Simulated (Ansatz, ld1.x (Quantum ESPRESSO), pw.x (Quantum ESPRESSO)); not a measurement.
# In: does the TM potential hold in the solid?

| Item | Value |
| --- | --- |
| Element | indium (In) |
| Generator | ld1.x (Quantum ESPRESSO) 7.5 |
| Type | norm-conserving Troullier–Martins (Kleinman–Bylander form) |
| Functional | PBE |
| Relativity | scalar-relativistic |
| Frozen core | [Kr] 4d10 |
| Valence charge | 3 |
| Reference configuration | 5s2 5p1 |
| Partial waves | 5p (bound): rc 3.06 bohr; 5s (bound): rc 1.80 bohr |
| Local potential | the s channel |
| Core correction | none |

Atomic tests: cutoffs needed: 21 Ry and 45 Ry (the cutoffs (Ry, on a coarse ladder) from which the occupation-weighted sum of valence levels, in a spherical-Bessel basis at the reference potential, stays within 10 and 1 mRy of its value at 400 Ry); ghost test: no extra level below or beside the all-electron valence levels (p, s, d, f tested) (spherical-Bessel basis up to 400 Ry, 20 bohr box); largest excitation error: +113 meV (all-electron minus pseudo) for 5s0 5p3, out of 7 test configurations.

Crystal test: diamond In in pw.x 7.5, no spin, 8³ k-points, Fermi–Dirac smearing 0.01 Ry, cutoffs 55/220 Ry. The lattice is a test structure that the element need not adopt, and mesh and smearing are coarse.

pw.x input:

```
&control
  calculation='scf', prefix='x', pseudo_dir='./', outdir='./tmp', tstress=.true., disk_io='none'
/
&system
  ibrav=0, nat=2, ntyp=1, ecutwfc=55, ecutrho=220, nbnd=10,
  occupations='smearing', smearing='fd', degauss=0.01
/
&electrons
  conv_thr=1e-09, mixing_beta=0.4, electron_maxstep=70
/
ATOMIC_SPECIES
In 1.0 In.UPF
CELL_PARAMETERS angstrom
  0.00000000 3.36912650 3.36912650
  3.36912650 0.00000000 3.36912650
  3.36912650 3.36912650 0.00000000
ATOMIC_POSITIONS crystal
In 0.0000 0.0000 0.0000
In 0.2500 0.2500 0.2500
K_POINTS automatic
8 8 8 0 0 0
```

```bash
pw.x < In.scf.in > In.scf.out
```

Task: How does the run end?

Result: It converges; the pressure is -3.88 GPa against -0.01 GPa from all-electron LAPW. The largest radius (3.06 bohr) exceeds half the bond length (2.76 bohr), so the spheres overlap, which is one possible source of error among others. This is a poor potential for the solid. The log shows:

```
     number of k points=    29  Fermi-Dirac smearing, width (Ry)=  0.0100
     iteration #  1     ecut=    55.00 Ry     beta= 0.40
     total energy              =      -8.00726735 Ry
     estimated scf accuracy    <       0.00712791 Ry
     iteration #  2     ecut=    55.00 Ry     beta= 0.40
     total energy              =      -8.00794650 Ry
     estimated scf accuracy    <       0.00271209 Ry
     iteration #  3     ecut=    55.00 Ry     beta= 0.40
     total energy              =      -8.00799244 Ry
     estimated scf accuracy    <       0.00000217 Ry
     iteration #  4     ecut=    55.00 Ry     beta= 0.40
     total energy              =      -8.00799597 Ry
     estimated scf accuracy    <       0.00000099 Ry
     iteration #  5     ecut=    55.00 Ry     beta= 0.40
     total energy              =      -8.00799618 Ry
     estimated scf accuracy    <       0.00000083 Ry
     iteration #  6     ecut=    55.00 Ry     beta= 0.40
     total energy              =      -8.00799621 Ry
     estimated scf accuracy    <       0.00000004 Ry
     iteration #  7     ecut=    55.00 Ry     beta= 0.40
     total energy              =      -8.00799622 Ry
     estimated scf accuracy    <          6.3E-09 Ry
     iteration #  8     ecut=    55.00 Ry     beta= 0.40
     total energy              =      -8.00799622 Ry
     estimated scf accuracy    <          2.5E-09 Ry
     iteration #  9     ecut=    55.00 Ry     beta= 0.40
     the Fermi energy is     1.5939 ev
!    total energy              =      -8.00799622 Ry
     estimated scf accuracy    <          1.5E-10 Ry
     smearing contrib. (-TS)   =      -0.00845823 Ry
     The total energy is F=E-TS. E is the sum of the following terms:
     one-electron contribution =       1.86134634 Ry
     hartree contribution      =       0.46253325 Ry
     xc contribution           =      -2.70864357 Ry
     ewald contribution        =      -7.61477402 Ry
     convergence has been achieved in   9 iterations
          total   stress  (Ry/bohr**3)                   (kbar)     P=      -38.76
     Message from routine punch:
     Nothing written, as per user request (disk_io='none')
```
